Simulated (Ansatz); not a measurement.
# Na: frozen-core PAW against all-electron methods

```yaml
crystal:
  lattice:
    - [0.00000, 3.78737, 3.78737]
    - [3.78737, 0.00000, 3.78737]
    - [3.78737, 3.78737, 0.00000]
  atoms:
    - { symbol: Na, position: [0.00000, 0.00000, 0.00000] }
    - { symbol: Na, position: [0.25000, 0.25000, 0.25000] }
```

Atom numbers follow the list: Na1, Na2.

The conventional cell has a = 7.575 Å, b = 7.575 Å, c = 7.575 Å, α = 90.00°, β = 90.00°, γ = 90.00°. Around Na (atom 1) lie 4 Na at 3.28 Å.

The cell was built from the diamond type and relaxed in the same program, and has space group Fd-3m; it needn't be a known or the stable phase.

Levels of theory: DFT, PBE, PAW with Ansatz's default frozen-core files, scalar-relativistic (Ansatz 0.2.0); DFT, PBE, all-electron PAW with datasets made for the crystal, scalar-relativistic (Ansatz 0.2.0); DFT, PBE, all-electron LAPW, scalar-relativistic (Ansatz 0.2.0).

For PAW: a Γ-centred 10×10×10 k mesh, Fermi–Dirac smearing of 0.03 eV, cutoff 420 eV, no spin polarisation. The crystal-made all-electron datasets (AE datasets) take a cutoff of 140 eV at this cell. LAPW targets a basis error of 0.5 meV/atom. The Ansatz runs share mesh, smearing and spin set-up. Plane-wave (PAW) pressures include the program's estimate of the Pulay term.

Stress and pressure are positive in compression.

Levels count from the Fermi level.

```json
{"quantity": "pressure (GPa)", "PAW": "0.01", "AE datasets": "0.01", "LAPW": "0.01"}
{"quantity": "highest filled level at L (eV)", "PAW": "-0.303", "AE datasets": "-0.303", "LAPW": "-0.303"}
{"quantity": "lowest empty level at L (eV)", "PAW": "3.853", "AE datasets": "3.853", "LAPW": "3.853"}
{"quantity": "highest filled level at Γ (eV)", "PAW": "-2.550", "AE datasets": "-2.551", "LAPW": "-2.551"}
{"quantity": "lowest empty level at Γ (eV)", "PAW": "4.584", "AE datasets": "4.585", "LAPW": "4.585"}
{"quantity": "highest filled level at K (eV)", "PAW": "-25.376", "AE datasets": "-25.381", "LAPW": "-25.380"}
{"quantity": "lowest empty level at K (eV)", "PAW": "0.088", "AE datasets": "0.088", "LAPW": "0.088"}
```

PAW's pressure differs from the LAPW value by about 0.01 GPa or less.
